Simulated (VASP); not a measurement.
Set up this calculation in VASP 6.6.1, as the native input.

| Property | Result |
| --- | --- |
| Task | single point |
| Functional | r2SCAN |
| Potentials or basis | VASP PAW PBE potentials, release 64 (Ba_sv, Te) |
| Cutoff | 520 eV |
| k mesh | 6 × 6 × 4 |
| Occupations | gaussian, width 0.01 eV |
| Spin | no spin polarisation |
| Dipole correction | no |
| Further INCAR settings | ALGO = Normal; EDIFF = 1e-07; NBANDS = 24 |

BaTe:

```
Ba Te
1.0
     5.84617    0.00000    0.00000
    -2.92308    5.06293    0.00000
     0.00000    0.00000    7.03544
Ba Te
2 2
Direct
  0.33333 0.66667 0.93750
  0.66667 0.33333 0.43750
  0.33333 0.66667 0.43750
  0.66667 0.33333 0.93750
```

The cell was built by a generator and needn't be a form met in nature.

The cell isn't the ideal one: epitaxial_xy strain -2.1%.

These files were run (other wordings do the same):

POSCAR

```
BaTe
1.0
    5.8461693382      0.0000000000      0.0000000000
   -2.9230846691      5.0629311617      0.0000000000
    0.0000000000      0.0000000000      7.0354395630
Ba Te
2 2
Direct
    0.3333333333      0.6666666667     -0.0625000000
    0.6666666667      0.3333333333      0.4375000000
    0.3333333333      0.6666666667      0.4375000000
    0.6666666667      0.3333333333      0.9375000000
```

INCAR.step1

```
SYSTEM = BaTe
ALGO = Normal
EDIFF = 1E-4
ENCUT = 520
GGA = PE
ISMEAR = 0
LASPH = .TRUE.
LCHARG = .FALSE.
LREAL = .FALSE.
LWAVE = .TRUE.
NBANDS = 24
NELM = 80
PREC = Accurate
SIGMA = 0.01
```

INCAR.step2

```
SYSTEM = BaTe
ALGO = Normal
EDIFF = 1E-7
ENCUT = 520
ISIF = 2
ISMEAR = 0
ISTART = 1
LASPH = .TRUE.
LCHARG = .TRUE.
LELF = .TRUE.
LMIXTAU = .TRUE.
LREAL = .FALSE.
LVHAR = .TRUE.
LWAVE = .FALSE.
METAGGA = R2SCAN
NBANDS = 24
NELM = 80
PREC = Accurate
SIGMA = 0.01
```

KPOINTS

```
k-points
0
G
  6 6 4
  0 0 0
```

Potentials or basis: VASP PAW PBE potentials, release 64 (Ba_sv, Te).

Launch:

```console
$ cat potpaw_PBE.64/Ba_sv/POTCAR potpaw_PBE.64/Te/POTCAR > POTCAR
$ cp INCAR.step1 INCAR
$ mpirun -np 1 vasp_std > vasp.out
$ cp INCAR.step2 INCAR
$ mpirun -np 1 vasp_std > vasp.out
```

It gave:

```json
{"Pressure": "1.2 GPa", "Band gap on the k mesh": "2.21 eV, indirect (least direct gap 2.46 eV)"}
```

Caveat: the PAW data sets were made with another functional, which shifts forces and pressure a little; spin-orbit coupling is left out, which moves the levels of the heavy elements.

Run time: 18 min on 1 thread of Intel(R) Xeon(R) Platinum 8375C CPU @ 2.90GHz (Ice Lake), on a shared host, peak memory 0.44 GiB.
